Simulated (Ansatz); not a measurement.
Ansatz input file:

```yaml
crystal:
  lattice:
    - [9.0, 0.0, 0.0]
    - [0.0, 9.3, 0.0]
    - [0.0, 0.0, 3.7481060708]
  atoms:
    - { symbol: B, position: [0.5, 0.5, 0.0], spin: 0.5 }
    - { symbol: As, position: [0.5, 0.5, 0.465], spin: 0.5 }
basis:
  ecutwfc: 420
kpoints:
  mp_grid: { grid: [1, 1, 17] }
hamiltonian:
  xc: pbe
scf:
  occupations: { method: gaussian, width: 0.05 }
output:
  forces: true
  stress: true
  eigenvalues: true
  populations: true
  write_density: true
  write_potential: true
  elf: true
  volumetric_format: npy
magnetization:
  spin_polarized: true
relax:
  adjacent_minimum: "off"
  f_tol: 0.01
  max_steps: 45
  cell: { fix: [a, b, alpha, beta, gamma], stress_tol: 0.03 }
```

Command:
```bash
ansatz run input.yaml --threads 2 --pin off --max-ram 5120MiB --backend cpu --events-out ev --progress --plain --runs-dir out
```

Level of theory: DFT PBE, scalar-relativistic, plane waves, PAW (Ansatz 0.2.0).

From the run's log, abridged:

```
Pseudopotentials: kind: paw
Pseudopotential: B, paw, valence charge 3, recommended cutoff 420 eV (normal)
Pseudopotential: As, paw, valence charge 15, recommended cutoff 420 eV (normal)
Functional definition: PBE
Crystal: 2 atoms, lattice volume = 313.716 Å³
Basis set: ecut = 420 eV, 6157 PW (Γ), exchange–correlation on 128×128×54 points (8 copies of the dense FFT grid, shifted against one another)
Bands: 14, of which v1, the nominal top of the filled ones, is band 9 counted from 1 (8 counted from 0)
Symmetry: 4 space group operations
Space group: Pmm2 (ITA 25), of the structure as read, at distance tolerance 6.8e-5 Å
Magnetic group: BNS 25.57 (UNI 155), of the structure as read, at distance tolerance 6.8e-5 Å
k-points: 9 of 17 (time reversal used)
Initial density: superposition of atomic densities (neutral atoms: chi_scale 0, normalization atom)
Starting moments: Σ|m| = 1 μB on 2 of 2 sites
Initial wavefunctions: pseudopotential atomic-orbital guess
Functional: x = pbe(κ = 0.804, μ = 0.21951497), c = pbe(β = 0.06672455)
SCF iter   1: F=—  HF=-5009.045733 eV  |F-HF|=—  |Δ(HF+E_count)|=         —  Δρ=1.60e-2 (↑1.42e-2 ↓1.60e-2) dr2=1.99e0  dr2_m=3.64e-1  M=0.000 μB ∫|m|=0.198 μB  β_m=0.30  ethr=3.10e-3  ⟨swp⟩=5.9  Hψ=1403  notcnv=0
spin=Collinear: Resta preconditioning applied to the charge; magnetization (m = ρ↑ − ρ↓) channel mixes plain (no charge-response kernel on spin).
SCF iter   2: F=—  HF=-5008.642794 eV  |F-HF|=—  |Δ(HF+E_count)|=   4.03e-1  Δρ=9.71e-3 (↑9.05e-3 ↓9.71e-3) dr2=3.37e-1  dr2_m=1.81e-1  M=0.000 μB ∫|m|=0.156 μB  β_m=0.30  ethr=3.10e-3  ⟨swp⟩=3.0  Hψ=560  notcnv=0  defer=3
SCF iter   3: F=—  HF=-5008.590045 eV  |F-HF|=—  |Δ(HF+E_count)|=   5.27e-2  Δρ=6.40e-3 (↑6.16e-3 ↓6.40e-3) dr2=9.51e-2  dr2_m=8.90e-2  M=0.000 μB ∫|m|=0.146 μB  β_m=0.30  ethr=1.87e-3  ⟨swp⟩=2.1  Hψ=298  notcnv=0  defer=3
SCF iter   4: F=—  HF=-5008.580713 eV  |F-HF|=—  |Δ(HF+E_count)|=   9.33e-3  Δρ=4.11e-3 (↑4.11e-3 ↓3.89e-3) dr2=7.46e-3  dr2_m=4.40e-2  M=0.000 μB ∫|m|=0.133 μB  β_m=0.30  ethr=5.28e-4  ⟨swp⟩=3.0  Hψ=412  notcnv=0  defer=17
SCF iter   5: F=—  HF=-5008.586432 eV  |F-HF|=—  |Δ(HF+E_count)|=   5.72e-3  Δρ=2.82e-3 (↑2.71e-3 ↓2.82e-3) dr2=9.64e-4  dr2_m=2.18e-2  M=0.000 μB ∫|m|=0.121 μB  β_m=0.30  ethr=4.14e-5  ⟨swp⟩=3.0  Hψ=541  notcnv=0  defer=18
SCF iter   6: F=—  HF=-5008.589701 eV  |F-HF|=—  |Δ(HF+E_count)|=   3.27e-3  Δρ=1.95e-3 (↑1.94e-3 ↓1.95e-3) dr2=1.06e-4  dr2_m=1.09e-2  M=0.000 μB ∫|m|=0.109 μB  β_m=0.30  ethr=5.36e-6  ⟨swp⟩=2.5  Hψ=348  notcnv=0  defer=18
SCF iter   7: F=—  HF=-5008.591547 eV  |F-HF|=—  |Δ(HF+E_count)|=   1.85e-3  Δρ=1.38e-3 (↑1.38e-3 ↓1.38e-3) dr2=2.38e-6  dr2_m=5.46e-3  M=0.000 μB ∫|m|=0.099 μB  β_m=0.30  ethr=5.88e-7  ⟨swp⟩=2.5  Hψ=402  notcnv=0  defer=18
Mixer restart at iter 7: flushing history
spin-set hold released at iteration 7 (site moments contracting): the magnetisation degrees of freedom join the quasi-Newton model from the next iteration; the mixer history was flushed
SCF iter   8: F=—  HF=-5008.592577 eV  |F-HF|=—  |Δ(HF+E_count)|=   1.03e-3  Δρ=9.83e-4 (↑9.82e-4 ↓9.83e-4) dr2=6.57e-7  dr2_m=2.78e-3  M=0.000 μB ∫|m|=0.090 μB  β_m=0.65  ethr=1.32e-8  ⟨swp⟩=3.0  Hψ=454  notcnv=0  defer=18
SCF iter   9: F=—  HF=-5008.594088 eV  |F-HF|=—  |Δ(HF+E_count)|=   1.51e-3  Δρ=1.73e-4 (↑1.73e-4 ↓1.47e-4) dr2=4.13e-6  dr2_m=7.34e-5  M=0.000 μB ∫|m|=0.054 μB  β_m=0.82  ethr=3.65e-9  ⟨swp⟩=4.9  Hψ=602  notcnv=0  defer=18
SCF iter  10: F=—  HF=-5008.594305 eV  |F-HF|=—  |Δ(HF+E_count)|=   2.18e-4  Δρ=1.40e-4 (↑8.14e-5 ↓1.40e-4) dr2=2.14e-5  dr2_m=3.51e-5  M=0.000 μB ∫|m|=0.038 μB  β_m=0.91  ethr=3.65e-9  ⟨swp⟩=3.1  Hψ=468  notcnv=0  defer=18
SCF iter  11: F=—  HF=-5008.594451 eV  |F-HF|=—  |Δ(HF+E_count)|=   1.46e-4  Δρ=1.35e-4 (↑1.35e-4 ↓1.21e-5) dr2=1.12e-4  dr2_m=1.32e-5  M=0.000 μB ∫|m|=0.023 μB  β_m=0.75  ethr=3.65e-9  ⟨swp⟩=3.6  Hψ=491  notcnv=0  defer=18
SCF iter  12: F=—  HF=-5008.594503 eV  |F-HF|=—  |Δ(HF+E_count)|=   5.17e-5  Δρ=7.22e-6 (↑6.58e-6 ↓7.22e-6) dr2=2.93e-7  dr2_m=1.02e-7  M=0.000 μB ∫|m|=0.001 μB  β_m=0.68  ethr=3.65e-9  ⟨swp⟩=3.5  Hψ=499  notcnv=0  defer=18
SCF iter  13: F=—  HF=-5008.594503 eV  |F-HF|=—  |Δ(HF+E_count)|=   8.74e-8  Δρ=3.56e-6 (↑3.39e-6 ↓3.56e-6) dr2=4.61e-9  dr2_m=3.40e-8  M=0.000 μB ∫|m|=0.001 μB  β_m=0.81  ethr=5.56e-10  ⟨swp⟩=14.5  Hψ=1892  notcnv=0
SCF iter  14: F=—  HF=-5008.594503 eV  |F-HF|=—  |Δ(HF+E_count)|=   1.33e-7  Δρ=8.19e-7 (↑8.19e-7 ↓6.56e-7) dr2=8.54e-10  dr2_m=1.48e-9  M=0.000 μB ∫|m|=0.000 μB  β_m=0.90  ethr=2.56e-11  ⟨swp⟩=9.3  Hψ=1391  notcnv=0
SCF iter  15: F=—  HF=-5008.594503 eV  |F-HF|=—  |Δ(HF+E_count)|=   6.42e-9  Δρ=2.22e-7 (↑1.32e-7 ↓2.22e-7) dr2=1.80e-10  dr2_m=7.39e-11  M=0.000 μB ∫|m|=0.000 μB  β_m=0.87  ethr=4.74e-12  ⟨swp⟩=7.3  Hψ=1196  notcnv=0
SCF iter  16: F=-5008.594503 eV  HF=-5008.594503 eV  |F-HF|=1.00e-11  |Δ(HF+E_count)|=  2.55e-10  Δρ=7.52e-8 (↑7.52e-8 ↓4.45e-8) dr2=1.52e-11  dr2_m=9.02e-12  M=0.000 μB ∫|m|=0.000 μB  ethr=1.00e-12  ⟨swp⟩=6.1  Hψ=1036  notcnv=0
WARN: the starting moments were not kept: the SCF closed with an absolute magnetisation of 7.4e-6 μB, where they sum to 1 μB in size (2 sites). That is at most 0.1 of that sum. Measured as dr2_m measures the in/out step, that magnetisation stands 5.9e-12 eV from none, at or under the dr2_threshold of 1.0e-7 eV: it is no larger than a step whose dr2_m would equal this threshold. The system may hold no moment; this SCF shows only that its start led to no more than that. To try another start: raise the starting moments (crystal.atoms[].spin, magnetization.per_species, magnetization.initial_magnetization, or on a non-collinear deck that types none of these the spinor_matrix: blocks that start it ...
SCF 1 converged in 16 iterations: F = -5008.594503 eV  dr2 = 1.52e-11
relax step   1: F+E_penalty+E_count = -5008.59450329 eV  Δ(F+E_penalty+E_count) = +0.000e0 eV  max|allowed force component| = 2.542e0 eV/Å  Δτ_max = 0.0000 Å  P = -0.886 GPa  Ω = 313.716 Å³  fix = [a, b, alpha, beta, gamma]  reactions: a +0.009, b +0.006 GPa (16 SCF iters, dr2 threshold 1.00e-7 eV, accepted)
Crystal: 2 atoms, lattice volume = 304.855 Å³
Basis set: ecut = 420 eV, 5965 PW (Γ), exchange–correlation on 128×128×54 points (8 copies of the dense FFT grid, shifted against one another)
Initial density: handed on by an earlier stage of this run
Starting moments: Σ|m| = 1 μB on 2 of 2 sites; this step starts from the density that it was given
Initial wavefunctions: those handed on with the density
SCF iter   1: F=—  HF=-5008.847467 eV  |F-HF|=—  |Δ(HF+E_count)|=         —  Δρ=2.21e-3 (↑1.81e-3 ↓2.21e-3) dr2=7.42e-2  dr2_m=1.70e-3  M=0.000 μB ∫|m|=0.008 μB  β_m=0.30  ethr=4.00e-4  ⟨swp⟩=1.9  Hψ=1617  notcnv=0
spin=Collinear: Resta preconditioning applied to the charge; magnetization (m = ρ↑ − ρ↓) channel mixes plain (no charge-response kernel on spin).
SCF iter   2: F=—  HF=-5008.828577 eV  |F-HF|=—  |Δ(HF+E_count)|=   1.89e-2  Δρ=1.14e-3 (↑8.85e-4 ↓1.14e-3) dr2=1.31e-2  dr2_m=8.57e-4  M=0.000 μB ∫|m|=0.006 μB  β_m=0.38  ethr=4.00e-4  ⟨swp⟩=2.8  Hψ=377  notcnv=0
SCF iter   3: F=—  HF=-5008.824800 eV  |F-HF|=—  |Δ(HF+E_count)|=   3.78e-3  Δρ=4.16e-4 (↑4.16e-4 ↓4.15e-4) dr2=1.19e-3  dr2_m=2.31e-4  M=0.000 μB ∫|m|=0.004 μB  β_m=0.40  ethr=7.25e-5  ⟨swp⟩=2.1  Hψ=373  notcnv=0
   ...
SCF 3 converged in 12 iterations: F = -5008.890745 eV  dr2 = 1.65e-12
relax step   3: F+E_penalty+E_count = -5008.89074513 eV  Δ(F+E_penalty+E_count) = -6.610e-2 eV  max|allowed force component| = 9.234e-1 eV/Å  Δτ_max = 0.0530 Å  P = +0.402 GPa  Ω = 296.517 Å³  energy of the carried Pulay correction = +9.719e-4 eV  fix = [a, b, alpha, beta, gamma]  reactions: a +0.010, b +0.007 GPa (12 SCF iters, dr2 threshold 2.00e-7 eV, accepted)
Crystal: 2 atoms, lattice volume = 301.203 Å³
Basis set: ecut = 420 eV, 5885 PW (Γ), exchange–correlation on 128×128×54 points (8 copies of the dense FFT grid, shifted against one another)
SCF iter   1: F=—  HF=-5008.931232 eV  |F-HF|=—  |Δ(HF+E_count)|=         —  Δρ=1.86e-3 (↑1.62e-3 ↓1.86e-3) dr2=6.45e-2  dr2_m=5.70e-4  M=0.000 μB ∫|m|=0.005 μB  β_m=0.30  ethr=3.64e-4  ⟨swp⟩=1.0  Hψ=1566  notcnv=0
spin=Collinear: Resta preconditioning applied to the charge; magnetization (m = ρ↑ − ρ↓) channel mixes plain (no charge-response kernel on spin).
SCF iter   2: F=—  HF=-5008.914550 eV  |F-HF|=—  |Δ(HF+E_count)|=   1.67e-2  Δρ=8.02e-4 (↑6.56e-4 ↓8.02e-4) dr2=8.50e-3  dr2_m=2.88e-4  M=0.000 μB ∫|m|=0.004 μB  β_m=0.37  ethr=3.58e-4  ⟨swp⟩=2.9  Hψ=378  notcnv=0
SCF iter   3: F=—  HF=-5008.911943 eV  |F-HF|=—  |Δ(HF+E_count)|=   2.61e-3  Δρ=2.79e-4 (↑2.79e-4 ↓2.59e-4) dr2=4.85e-4  dr2_m=8.52e-5  M=0.000 μB ∫|m|=0.003 μB  β_m=0.40  ethr=4.72e-5  ⟨swp⟩=2.1  Hψ=390  notcnv=0  defer=2
SCF iter   4: F=—  HF=-5008.911844 eV  |F-HF|=—  |Δ(HF+E_count)|=   9.85e-5  Δρ=1.34e-4 (↑1.34e-4 ↓1.02e-4) dr2=4.95e-5  dr2_m=2.15e-5  M=0.000 μB ∫|m|=0.002 μB  β_m=0.52  ethr=2.69e-6  ⟨swp⟩=2.9  Hψ=406  notcnv=0  defer=2
SCF iter   5: F=—  HF=-5008.911851 eV  |F-HF|=—  |Δ(HF+E_count)|=   6.60e-6  Δρ=2.66e-5 (↑2.62e-5 ↓2.66e-5) dr2=1.65e-6  dr2_m=1.39e-6  M=0.000 μB ∫|m|=0.001 μB  β_m=0.53  ethr=2.75e-7  ⟨swp⟩=2.4  Hψ=353  notcnv=0  defer=2
SCF iter   6: F=-5008.911852 eV  HF=-5008.911852 eV  |F-HF|=2.66e-7  |Δ(HF+E_count)|=   1.08e-6  Δρ=9.81e-6 (↑8.36e-6 ↓9.81e-6) dr2=1.32e-7  dr2_m=1.78e-7  M=0.000 μB ∫|m|=0.001 μB  β_m=0.65  ethr=1.11e-9  ⟨swp⟩=11.8  Hψ=1974  notcnv=0
SCF iter   7: F=-5008.911852 eV  HF=-5008.911852 eV  |F-HF|=2.06e-8  |Δ(HF+E_count)|=   3.38e-7  Δρ=2.33e-6 (↑2.33e-6 ↓2.16e-6) dr2=4.09e-9  dr2_m=1.16e-8  M=0.000 μB ∫|m|=0.000 μB  β_m=0.82  ethr=7.31e-10  ⟨swp⟩=6.7  Hψ=1495  notcnv=0
SCF iter   8: F=-5008.911852 eV  HF=-5008.911852 eV  |F-HF|=2.71e-9  |Δ(HF+E_count)|=   3.76e-8  Δρ=6.61e-7 (↑6.61e-7 ↓6.45e-7) dr2=3.58e-11  dr2_m=1.16e-9  M=0.000 μB ∫|m|=0.000 μB  β_m=0.91  ethr=2.27e-11  ⟨swp⟩=5.1  Hψ=1364  notcnv=0
SCF iter   9: F=-5008.911852 eV  HF=-5008.911852 eV  |F-HF|=2.24e-10  |Δ(HF+E_count)|=   5.31e-9  Δρ=2.19e-7 (↑2.09e-7 ↓2.19e-7) dr2=1.31e-11  dr2_m=1.23e-10  M=0.000 μB ∫|m|=0.000 μB  β_m=0.96  ethr=1.00e-12  ⟨swp⟩=4.2  Hψ=1285  notcnv=0
SCF iter  10: F=-5008.911852 eV  HF=-5008.911852 eV  |F-HF|=4.82e-11  |Δ(HF+E_count)|=  5.29e-10  Δρ=1.01e-7 (↑9.41e-8 ↓1.01e-7) dr2=1.40e-12  dr2_m=2.61e-11  M=0.000 μB ∫|m|=0.000 μB  ethr=1.00e-12  ⟨swp⟩=4.2  Hψ=1186  notcnv=0
the starting moments were not kept: the SCF closed with an absolute magnetisation of 2.7e-5 μB, where they sum to 1 μB in size (2 sites). That is at most 0.1 of that sum. Measured as dr2_m measures the in/out step, that magnetisation stands 9.0e-11 eV from none, at or under the dr2_threshold of 2.0e-7 eV: it is no larger than a step whose dr2_m would equal this threshold.
SCF 4 converged in 10 iterations: F = -5008.911852 eV  dr2 = 1.40e-12
relax step   4: F+E_penalty+E_count = -5008.91185242 eV  Δ(F+E_penalty+E_count) = -2.111e-2 eV  max|allowed force component| = 6.503e-2 eV/Å  Δτ_max = 0.0163 Å  P = -0.158 GPa  Ω = 301.203 Å³  energy of the carried Pulay correction = +7.018e-4 eV  fix = [a, b, alpha, beta, gamma]  reactions: a +0.010, b +0.007 GPa (10 SCF iters, dr2 threshold 2.00e-7 eV, accepted)
Crystal: 2 atoms, lattice volume = 299.736 Å³
Basis set: ecut = 420 eV, 5859 PW (Γ), exchange–correlation on 128×128×54 points (8 copies of the dense FFT grid, shifted against one another)
SCF iter   1: F=—  HF=-5008.915159 eV  |F-HF|=—  |Δ(HF+E_count)|=         —  Δρ=3.83e-4 (↑3.58e-4 ↓3.83e-4) dr2=2.96e-3  dr2_m=1.09e-5  M=0.000 μB ∫|m|=0.001 μB  β_m=0.30  ethr=1.48e-5  ⟨swp⟩=2.1  Hψ=1486  notcnv=0
spin=Collinear: Resta preconditioning applied to the charge; magnetization (m = ρ↑ − ρ↓) channel mixes plain (no charge-response kernel on spin).
SCF iter   2: F=—  HF=-5008.914440 eV  |F-HF|=—  |Δ(HF+E_count)|=   7.19e-4  Δρ=1.47e-4 (↑1.17e-4 ↓1.47e-4) dr2=2.52e-4  dr2_m=5.47e-6  M=0.000 μB ∫|m|=0.000 μB  β_m=0.33  ethr=1.48e-5  ⟨swp⟩=1.9  Hψ=286  notcnv=0
SCF iter   3: F=—  HF=-5008.914363 eV  |F-HF|=—  |Δ(HF+E_count)|=   7.74e-5  Δρ=7.41e-5 (↑6.13e-5 ↓7.41e-5) dr2=4.62e-5  dr2_m=2.21e-6  M=0.000 μB ∫|m|=0.000 μB  β_m=0.44  ethr=1.40e-6  ⟨swp⟩=2.2  Hψ=302  notcnv=0
SCF iter   4: F=—  HF=-5008.914349 eV  |F-HF|=—  |Δ(HF+E_count)|=   1.35e-5  Δρ=1.73e-5 (↑1.64e-5 ↓1.73e-5) dr2=1.44e-6  dr2_m=2.70e-7  M=0.000 μB ∫|m|=0.000 μB  β_m=0.48  ethr=2.57e-7  ⟨swp⟩=2.0  Hψ=323  notcnv=0
SCF iter   5: F=-5008.914349 eV  HF=-5008.914349 eV  |F-HF|=1.00e-8  |Δ(HF+E_count)|=   1.05e-7  Δρ=5.84e-6 (↑5.84e-6 ↓4.89e-6) dr2=1.05e-7  dr2_m=3.72e-8  M=0.000 μB ∫|m|=0.000 μB  β_m=0.58  ethr=1.11e-9  ⟨swp⟩=11.6  Hψ=1892  notcnv=0
SCF iter   6: F=-5008.914349 eV  HF=-5008.914349 eV  |F-HF|=5.73e-10  |Δ(HF+E_count)|=   2.91e-8  Δρ=1.17e-6 (↑1.17e-6 ↓8.75e-7) dr2=3.40e-9  dr2_m=1.79e-9  M=0.000 μB ∫|m|=0.000 μB  β_m=0.59  ethr=5.82e-10  ⟨swp⟩=5.9  Hψ=1474  notcnv=0
SCF iter   7: F=-5008.914349 eV  HF=-5008.914349 eV  |F-HF|=3.11e-10  |Δ(HF+E_count)|=   2.28e-9  Δρ=3.86e-7 (↑3.86e-7 ↓2.95e-7) dr2=1.59e-10  dr2_m=2.30e-10  M=0.000 μB ∫|m|=0.000 μB  β_m=0.79  ethr=1.89e-11  ⟨swp⟩=5.0  Hψ=1299  notcnv=0
SCF iter   8: F=-5008.914349 eV  HF=-5008.914349 eV  |F-HF|=1.82e-12  |Δ(HF+E_count)|=  6.75e-10  Δρ=1.13e-7 (↑8.79e-8 ↓1.13e-7) dr2=9.36e-12  dr2_m=2.47e-11  M=0.000 μB ∫|m|=0.000 μB  ethr=1.00e-12  ⟨swp⟩=4.8  Hψ=1266  notcnv=0
the starting moments were not kept: the SCF closed with an absolute magnetisation of 2.5e-5 μB, where they sum to 1 μB in size (2 sites). That is at most 0.1 of that sum. Measured as dr2_m measures the in/out step, that magnetisation stands 8.1e-11 eV from none, at or under the dr2_threshold of 2.0e-7 eV: it is no larger than a step whose dr2_m would equal this threshold.
SCF 5 converged in 8 iterations: F = -5008.914349 eV  dr2 = 9.36e-12
relax step   5: F+E_penalty+E_count = -5008.91434909 eV  Δ(F+E_penalty+E_count) = -2.497e-3 eV  max|allowed force component| = 1.385e-4 eV/Å  Δτ_max = 0.0013 Å  P = +0.002 GPa  Ω = 299.736 Å³  energy of the carried Pulay correction = +7.859e-4 eV  fix = [a, b, alpha, beta, gamma]  reactions: a +0.010, b +0.007 GPa (8 SCF iters, dr2 threshold 2.00e-7 eV, accepted)
Basis set: ecut = 420 eV, 5859 PW (Γ), exchange–correlation on 128×128×48 points (8 copies of the dense FFT grid, shifted against one another)
Initial wavefunctions: pseudopotential atomic-orbital guess (no wavefunctions were taken with the density)
SCF iter   1: F=—  HF=-5008.913795 eV  |F-HF|=—  |Δ(HF+E_count)|=         —  Δρ=1.30e-5 (↑1.30e-5 ↓1.30e-5) dr2=2.08e-7  dr2_m=2.50e-11  M=0.000 μB ∫|m|=0.000 μB  β_m=0.30  ethr=2.18e-7  ⟨swp⟩=3.2  Hψ=2140  notcnv=0
spin=Collinear: Resta preconditioning applied to the charge; magnetization (m = ρ↑ − ρ↓) channel mixes plain (no charge-response kernel on spin).
SCF iter   2: F=—  HF=-5008.913817 eV  |F-HF|=—  |Δ(HF+E_count)|=   2.13e-5  Δρ=9.21e-6 (↑9.21e-6 ↓9.21e-6) dr2=1.07e-7  dr2_m=1.90e-11  M=0.000 μB ∫|m|=0.000 μB  β_m=0.51  ethr=1.16e-9  ⟨swp⟩=2.0  Hψ=399  notcnv=0
SCF iter   3: F=—  HF=-5008.913817 eV  |F-HF|=—  |Δ(HF+E_count)|=   5.03e-7  Δρ=2.60e-6 (↑2.56e-6 ↓2.60e-6) dr2=2.39e-8  dr2_m=9.26e-12  M=0.000 μB ∫|m|=0.000 μB  β_m=0.48  ethr=5.94e-10  ⟨swp⟩=2.9  Hψ=404  notcnv=0
SCF iter   4: F=—  HF=-5008.913817 eV  |F-HF|=—  |Δ(HF+E_count)|=   3.04e-8  Δρ=7.10e-7 (↑7.10e-7 ↓7.03e-7) dr2=9.83e-10  dr2_m=5.91e-12  M=0.000 μB ∫|m|=0.000 μB  β_m=0.52  ethr=1.33e-10  ⟨swp⟩=2.1  Hψ=308  notcnv=0
SCF iter   5: F=—  HF=-5008.913817 eV  |F-HF|=—  |Δ(HF+E_count)|=   3.04e-9  Δρ=7.43e-8 (↑7.16e-8 ↓7.43e-8) dr2=2.01e-11  dr2_m=3.47e-12  M=0.000 μB ∫|m|=0.000 μB  β_m=0.65  ethr=5.46e-12  ⟨swp⟩=2.0  Hψ=324  notcnv=0
SCF iter   6: F=-5008.913817 eV  HF=-5008.913817 eV  |F-HF|=3.64e-12  |Δ(HF+E_count)|=  5.86e-10  Δρ=2.60e-8 (↑2.60e-8 ↓2.53e-8) dr2=2.49e-13  dr2_m=1.65e-12  M=0.000 μB ∫|m|=0.000 μB  ethr=1.00e-12  ⟨swp⟩=7.6  Hψ=1247  notcnv=0
the starting moments were not kept: the SCF closed with an absolute magnetisation of 7.1e-6 μB, where they sum to 1 μB in size (2 sites). That is at most 0.1 of that sum. Measured as dr2_m measures the in/out step, that magnetisation stands 6.3e-12 eV from none, at or under the dr2_threshold of 7.2e-12 eV: it is no larger than a step whose dr2_m would equal this threshold.
SCF 6 converged in 6 iterations: F = -5008.913817 eV  dr2 = 2.49e-13
WARN: The output density's exchange-correlation potential varies sharply where the density is thin. Do not read a vacuum level from v_tot or v_xc, or from such a field of the output density. On a cell that repeats whose density bears no net charge and no dipole along the vacuum's axis use v_es (v_loc + v_h of the components); under efield.dipole_correction with no amplitude use v_es + v_field, which holds any external_charges[].barrier, or the levels of the report's work_function block, which leave it out; under a non-zero efield.amplitude the vacuum is tilted and has no level; on a cell that repeats and bears such a dipole with no correction it is tilted too, and efield.dipole_correction wi ...
SCF converged after 6 iterations
Magnetization: 0.0000 μB (9.0000 up, 9.0000 down)
Absolute magnetization: 0.0000 μB (∫|ρ↑−ρ↓|, with the PAW one-centre terms)
Spin contamination: 0.0000 ħ² per cell (⟨S²⟩ above its minimum at these occupations)
Per-site moments (μB) at R_I (Å): [(-1.50966462e-6, 0.73859432), (6.85622574e-7, 0.73859432)]
Free energy (F): -5008.913817 eV
Harris-Foulkes:  -5008.913817 eV  (|F-HF|=3.64e-12)
Internal energy: -5008.913817 eV  (E = F + TS)
E sigma→0 (E₀):  -5008.913817 eV
Fermi energy:    -3.606564 eV
--- Per-component energies (eV) ---
  E_band       = -467.821671
  E_kinetic    = 147.257360
  E_local      = -4610.635842  (includes V_loc(G=0)·N_el)
  E_nonlocal   = -657.754271
  E_hartree    = 2269.206540
  E_xc         = -107.627394
  E_vxc        = -112.382177  (∫ρ·V_xc dr)
  E_paw        = -1915.070217  (= ΣΔE_a)
  E_vpaw       = 227.280150  (= ΣTr[D̂ρ^β])
  E_aug_tail   = 0.000006  (compensation charges beyond the density's cutoff)
  E_ewald      = -134.289999
  E_smearing   =  0.000000  (= −TS)
--- Forces (eV/Å), atoms counted from 1 ---
  atom   1  B      0.00000000     0.00000000    -0.00013745
  atom   2  As     0.00000000     0.00000000     0.00013749
--- Stress (GPa, compression-positive) ---
        0.009124       0.000000       0.000000
        0.000000       0.006550       0.000000
        0.000000       0.000000      -0.017732
  P = ⅓ Tr σ = -0.0007 GPa (-0.007 kbar)
--- Band table (eV; the first three rows and the last of 18) ---
  k-point 0 ↑: bands = ["-39.3650", "-39.2479", "-39.2479", "-39.2463", "-39.2463", "-16.2256", "-9.0048", "-6.5480", "-6.5477", "-2.2275", "0.2427", "1.7264", "2.1119", "2.2041"]
  k-point 1 ↑: bands = ["-39.3652", "-39.2481", "-39.2480", "-39.2463", "-39.2463", "-16.2010", "-9.1372", "-6.5070", "-6.5067", "-2.0421", "0.2824", "1.7667", "2.0796", "2.1471"]
  k-point 2 ↑: bands = ["-39.3660", "-39.2484", "-39.2483", "-39.2463", "-39.2463", "-16.1282", "-9.4922", "-6.3841", "-6.3838", "-1.5322", "0.4025", "1.7044", "1.7145", "1.8878"]
  k-point 8 ↓: bands = ["-39.3725", "-39.2512", "-39.2512", "-39.2462", "-39.2462", "-15.1905", "-12.1004", "-4.0638", "-4.0635", "-3.1497", "-3.1494", "1.9830", "3.1241", "4.2711"]
--- Relaxed structure (5 steps of the walk, 5 accepted, 1 SCFs on fresh bases) ---
  F+E_penalty+E_count = -5008.91381716 eV   max|allowed force component| = 1.375e-4 eV/Å   (the final SCF, on the basis selected at the relaxed cell)
  cell:  # Å, volume = 299.7358 Å³
    - [9.0, 0.0, 0.0]
    - [0.0, 9.3, 0.0]
    - [0.0, 0.0, 3.58107336]
  atoms:
    - { symbol: B, position: [0.5, 0.5, -0.01749930] }
    - { symbol: As, position: [0.5, 0.5, 0.48249930] }
--- Löwdin populations: 2 sites ---
  site symbol q [e]    m [muB]
     0      B      3.3198     0.0000
     1     As     14.5482     0.0000
  spilling = 0.007336 (of n_electrons = 18.000000)
```

The relaxation met its thresholds.

The run took 42 s on 2 threads of Arm Neoverse V2, on a shared host, peak memory 0.51 GiB.